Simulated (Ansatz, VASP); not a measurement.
# Two plane-wave programs on NaH

```xyz
2
Lattice="0.0000 2.4400 2.4400 2.4400 0.0000 2.4400 2.4400 2.4400 0.0000" Properties=species:S:1:pos:R:3 pbc="T T T"
Na    0.0000    0.0000    0.0000
H     2.4400    2.4400    2.4400
```

Alike in both runs: task relaxation of cell and atoms; functional LDA; k mesh 8 × 8 × 8; occupations gaussian, width 0.02 eV; no spin polarisation.

```csv
,VASP,Ansatz
version,VASP 6.6.1,Ansatz 0.2.0
potentials or method,"VASP PAW LDA potentials, release 64 (Na_pv, H)","scalar-relativistic, plane waves, PAW"
plane-wave cutoff (eV),600,420
valence electrons in the cell,8,10
```

|  | VASP | Ansatz | Ansatz less VASP |
| --- | --- | --- | --- |
| gap on the k mesh at the Fermi level, each at its own relaxed structure (eV) | 3.55 | 3.55 | +0.001 |
| relaxed volume (Å³/atom) | 12.90 | 12.90 | +0.009 |
| relaxed cell length with the largest relative difference (Å) | 3.316 | 3.317 | +0.0008 |
| energy change over the relaxation (meV/atom) | -15 | -15 | 0.0 |

The two sets of potentials don't hold the same shells in valence.

Caveats: the volume moved by -11 % from the deposited cell, more than functionals usually miss. LDA gaps usually lie below the measured ones, often by a third to a half. A k mesh can miss the band edges.
